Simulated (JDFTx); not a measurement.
The system is GaN.

```xyz
2
Lattice="0.0000 2.2535 2.2535 2.2535 0.0000 2.2535 2.2535 2.2535 0.0000" Properties=species:S:1:pos:R:3 pbc="T T T"
Ga    0.0000    0.0000    0.0000
N     1.1268    1.1268    1.1268
```

The cell is a database's computed one.

Base run:

- Program: JDFTx 1.7.0 (patched build)
- Functional: PBEsol
- Potentials or basis: PseudoDojo-SR-PBEsol-0.4.1-standard
- Cutoff: 1143 eV
- Density cutoff: 9143 eV
- k mesh: 10 × 10 × 10
- Occupations: fermi-dirac, width 0.05 eV
- Spin: no spin polarisation

Its results: band gap on the k mesh 1.71 eV, direct; pressure -0.9 GPa.

**Question.** After a change of settings the same cell gave: band gap on the k mesh 1.77 eV, direct; pressure -6.8 GPa. Which change was it?
A. functional from PBEsol to r2SCAN; potentials or basis from PseudoDojo-SR-PBEsol-0.4.1-standard to SG15-PBE-1.2; cutoff from 1143 eV to 1088 eV; density cutoff from 9143 eV to 8708 eV
B. functional from PBEsol to LDA; potentials or basis from PseudoDojo-SR-PBEsol-0.4.1-standard to PseudoDojo-SR-LDA-0.4.1-standard
C. functional from PBEsol to PBE; potentials or basis from PseudoDojo-SR-PBEsol-0.4.1-standard to PseudoDojo-SR-PBE-0.5-standard

**Answer.** B.

Caveats: the empty levels aren't tightly converged.
